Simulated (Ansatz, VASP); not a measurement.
F: VASP beside Ansatz

```
CELL_PARAMETERS angstrom
2.75000 -1.64000 0.00000
2.75000 1.64000 0.00000
-1.53601 0.00000 7.12002
ATOMIC_POSITIONS crystal
F 0.05040 0.05040 0.09960
F 0.94960 0.94960 0.90040
F 0.50500 0.50500 0.60000
F 0.49500 0.49500 0.40000
```

Alike in both runs: task electric field gradients; functional PBE; k mesh 11 × 11 × 5; occupations fermi-dirac, width 0.01 eV; no spin polarisation.

|  | VASP | Ansatz |
| --- | --- | --- |
| version | VASP 6.6.1 | Ansatz 0.2.0 |
| potentials or method | VASP PAW PBE potentials, release 64 (F), cutoff 520 eV | all-electron PAW with datasets made for the crystal, scalar-relativistic |

Ansatz gave:

```
gap on the k mesh at the Fermi level (eV)                      : 2.36
pressure (GPa)                                                 : -1.3
largest component of the traceless stress (GPa)                : 4.14
rms of the force components (eV/Å)                             : 0.504
Vzz of the field gradient on the site that differs most (V/Å²) : 610.3
```

Task: Which values does VASP return?

Result: gap on the k mesh at the Fermi level (eV): 2.28; pressure (GPa): -1.0; largest component of the traceless stress (GPa): 2.43; rms of the force components (eV/Å): 0.296; Vzz of the field gradient on the site that differs most (V/Å²): 625.7.

Atom by atom the forces differ by 0.210 eV/Å (rms over components). Ansatz ran all-electron here, so the differences hold the error of VASP's frozen core and of both bases.

Caveats: an odd mesh through Γ misses points on the zone boundary, where band edges often lie. PBE gaps usually lie below the measured ones, often by a third to a half.
